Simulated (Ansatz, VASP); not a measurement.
W: VASP beside Ansatz

```
W
1.0
    -1.58234    1.58234    1.58234
     1.58234   -1.58234    1.58234
     1.58234    1.58234   -1.58234
W
1
Direct
  0.00000 0.00000 0.00000
```

Alike in both runs: task relaxation of cell and atoms; functional PBE; k mesh 18 × 18 × 18; occupations gaussian, width 0.1 eV; no spin polarisation.

|  | VASP | Ansatz |
| --- | --- | --- |
| version | VASP 6.6.1 | Ansatz 0.2.0 |
| potentials or method | VASP PAW PBE potentials, release 64 (W_sv) | scalar-relativistic, plane waves, PAW |
| plane-wave cutoff (eV) | 600 | 420 |
| valence electrons in the cell | 14 | 14 |

Ansatz gave:

```
gap on the k mesh at the Fermi level, each at its own relaxed structure (eV) : none
relaxed volume (Å³/atom)                                                     : 16.13
relaxed cell length with the largest relative difference (Å)                 : 2.757
energy change over the relaxation (meV/atom)                                 : -5
```

Q: What did VASP give for the same quantities?

A: gap on the k mesh at the Fermi level, each at its own relaxed structure (eV): none; relaxed volume (Å³/atom): 16.16; relaxed cell length with the largest relative difference (Å): 2.759; energy change over the relaxation (meV/atom): -6.

A gap of «none» marks a metal or a gap that the smearing closes.

The runs have no spin-orbit coupling, so splittings on W are missing. Zero-point motion and thermal expansion aren't in these numbers. PBE usually gives volumes a little too large and moduli too small.
